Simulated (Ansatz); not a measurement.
A run of Ansatz 0.2.0 is set up as follows.

Contents of input.yaml:

```yaml
crystal:
  lattice:
    - [2.684, 0.0, 0.0]
    - [0.0, 2.684, 0.0]
    - [0.0, 0.0, 5.128]
  atoms:
    - { symbol: Fe, position: [0.0, 0.0, 0.0] }
    - { symbol: Si, position: [0.5, 0.5, 0.73] }
    - { symbol: Si, position: [0.5, 0.5, 0.27] }
hamiltonian:
  xc: pbesol
  pseudopotentials: { kind: paw }
magnetization:
  spin_polarized: true
  initial_magnetization: 0.0
  spin_locking: { lock_magnetization: hard }
kpoints:
  mp_grid: { grid: [8, 8, 5] }
scf:
  occupations: { method: fermi_dirac, width: 0.05 }
  lower_state_search: "off"
output:
  forces: true
  stress: true
  eigenvalues: true
```

Potentials or basis: Ansatz PAW.

Command:

```sh
$ ansatz run input.yaml --threads 2 --pin off --max-ram 5632MiB --backend cpu --events-out ev --progress --plain --runs-dir out
```

Task: Estimate the pressure.

Result: -1.5 GPa.

Task: What does it give for the largest force?

Result: 0.227 eV/Å.

Forces on the atoms (eV/Å):
```
Fe   0.000  0.000  0.000
Si   0.000  0.000 -0.227
Si   0.000  0.000  0.227
```

Caveat: the total moment is fixed, so each spin has its own Fermi level; the PAW data sets come from PBE, with cores solved anew for the run's functional, which leaves a small shift of forces and pressure; the thresholds are loose for stress.
